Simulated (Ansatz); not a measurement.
Hg (bcc type), DFT, PBE, PAW with Ansatz's default frozen-core files, scalar-relativistic (Ansatz 0.2.0), on 1 thread of Arm Neoverse V1 (shared host).

Command: `ansatz run input.yaml --threads 1 --pin off --max-ram 3584MiB --backend cpu --events-out ev --progress --plain --runs-dir out`

```yaml
crystal:
  lattice:
    - [-1.9475973037, 1.9475973037, 1.9475973037]
    - [1.9475973037, -1.9475973037, 1.9475973037]
    - [1.9475973037, 1.9475973037, -1.9475973037]
  atoms:
    - { symbol: Hg, position: [0.0, 0.0, 0.0] }
kpoints:
  mp_grid: { grid: [16, 16, 16] }
scf:
  occupations: { method: fermi_dirac, width: 0.05 }
hamiltonian:
  xc: pbe
  pseudopotentials: { kind: paw }
output:
  forces: true
  stress: true
  write_density: true
  write_potential: true
  elf: true
  volumetric_format: npy
relax:
  f_tol: 0.005
  max_steps: 40
  cell: {}
```

Question: How large is the problem that the program sets up?

Answer: 145 irreducible k-points, 603 plane waves at Γ, 14 bands.

Question: About how long does it take?

Answer: 5.9 s of wall time for 10 SCF iterations over 1 geometries. Times on shared machines scatter by tens of per cent.
